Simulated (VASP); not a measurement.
**VASP inputs for PbSe (zincblende)**

INCAR

```
GGA_COMPAT = .FALSE.
IBRION = -1
EDIFF = 1E-7
LASPH = .TRUE.
LREAL = .FALSE.
SIGMA = 0.02
LCHARG = .FALSE.
GGA = PE
NBANDS = 31
ISIF = 2
MAGMOM = 0.0 0.0 0.0 0.0 0.0 0.0
LSORBIT = .TRUE.
PREC = Accurate
LWAVE = .FALSE.
ENCUT = 520
NELM = 120
ISMEAR = -1
NSW = 0
```

KPOINTS

```
KPOINTS created by Atomic Simulation Environment
0
Gamma
6 6 6
0 0 0
```

KPOINTS_OPT

```
special points
6
Reciprocal
0.0000000000 0.0000000000 0.0000000000 1
0.5000000000 0.0000000000 0.5000000000 1
0.5000000000 0.2500000000 0.7500000000 1
0.3750000000 0.3750000000 0.7500000000 1
0.5000000000 0.5000000000 0.5000000000 1
0.6250000000 0.2500000000 0.6250000000 1
```

POSCAR

```
Pb Se
 1.0000000000000000
     0.0000000000000000    3.4232041300268978    3.4232041300268978
     3.4232041300268978   -0.0000000000000000    3.4232041300268978
     3.4232041300268978    3.4232041300268978   -0.0000000000000000
 Pb  Se
   1   1
Cartesian
 -0.0000000000000000 -0.0000000000000000  0.0000000000000000
  1.7116020650134487  1.7116020650134487  1.7116020650134487
```

VASP ran with the recommended PBE PAW datasets (20 valence electrons in the cell).

Problem. Estimate the main results of this run.

Solution. gap between bands v and c 0.47 eV; least direct gap 1.11 eV.

Band v is the last that the valence electrons fill when counted band by band, and c is the next. Levels in eV from the top of v:

```json
{"point": "Γ", "v−2": "-1.61", "v": "-1.61", "c": "0.97", "c+2": "2.49"}
{"point": "X", "v−2": "-2.94", "v": "-0.63", "c": "0.47", "c+2": "4.27"}
{"point": "W", "v−2": "-3.05", "v": "0.00", "c": "1.36", "c+2": "2.54"}
{"point": "K", "v−2": "-2.77", "v": "-0.45", "c": "1.29", "c+2": "3.46"}
{"point": "L", "v−2": "-2.14", "v": "-2.10", "c": "2.18", "c+2": "3.17"}
```
